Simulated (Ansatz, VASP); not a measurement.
## One calculation of La, two programs

File INCAR:

```
PREC = Accurate ; ENCUT = 520
EDIFF = 1E-6 ; ISMEAR = -1
SIGMA = 0.1 ; LREAL = False
LASPH = True ; NELM = 80
ALGO = Normal ; ISIF = 2
LWAVE = False ; LCHARG = True
GGA = PS ; LELF = True
LVHAR = True ; NBANDS = 24
```

KPOINTS

```
regular mesh
0
Gamma
  7 7 10
```

File POSCAR:

```
La
1.0
    5.6470991218      0.0000000000      0.0000000000
   -2.8235495609      4.8905312972      0.0000000000
    0.0000000000      0.0000000000      3.4218557435
La
3
Direct
    0.0000000000      0.0000000000      0.0000000000
    0.3333333333      0.6666666667      0.5000000000
    0.6666666667      0.3333333333      0.5000000000
```

Input for Ansatz:

```yaml
crystal:
  lattice:
    - [5.6470991218, 0.0, 0.0]
    - [-2.8235495609, 4.8905312972, 0.0]
    - [0.0, 0.0, 3.4218557435]
  atoms:
    - { symbol: La, position: [0.0, 0.0, 0.0] }
    - { symbol: La, position: [0.3333333333, 0.6666666667, 0.5] }
    - { symbol: La, position: [0.6666666667, 0.3333333333, 0.5] }
hamiltonian:
  xc: pbesol
  pseudopotentials:
    kind: paw
    azcp:
      La: "pseudopotentials/La.paw.azcp"
basis:
  ecutwfc: 420
  fft_grid_basis: typed
kpoints:
  mp_grid: { grid: [7, 7, 10], shift: [0, 0, 0] }
magnetization:
  spin_polarized: false
scf:
  occupations: { method: fermi_dirac, width: 0.1 }
  lower_state_search: "off"
output:
  stress: true
```

Alike in both runs: task single point; functional PBEsol; k mesh 7 × 7 × 10; occupations fermi-dirac, width 0.1 eV; no spin polarisation.

```csv
,VASP,Ansatz
version,VASP 6.6.1,Ansatz 0.2.0
potentials or method,"VASP PAW PBE potentials, release 64 (La)","plane waves (420 eV) with PAW, scalar-relativistic"
plane-wave cutoff (eV),520,420
valence electrons in the cell,33,33
```

|  | VASP | Ansatz | Ansatz less VASP |
| --- | --- | --- | --- |
| pressure (GPa) | 2.7 | 2.6 | -0.10 |
| largest component of the traceless stress (GPa) | 0.11 | 0.09 | -0.014 |

Ansatz warned: «pseudo_functional_mismatch».

Caveats: the PAW data sets were made with another functional, which shifts forces and pressure a little (VASP). The runs have no spin-orbit coupling, so splittings on La are missing.
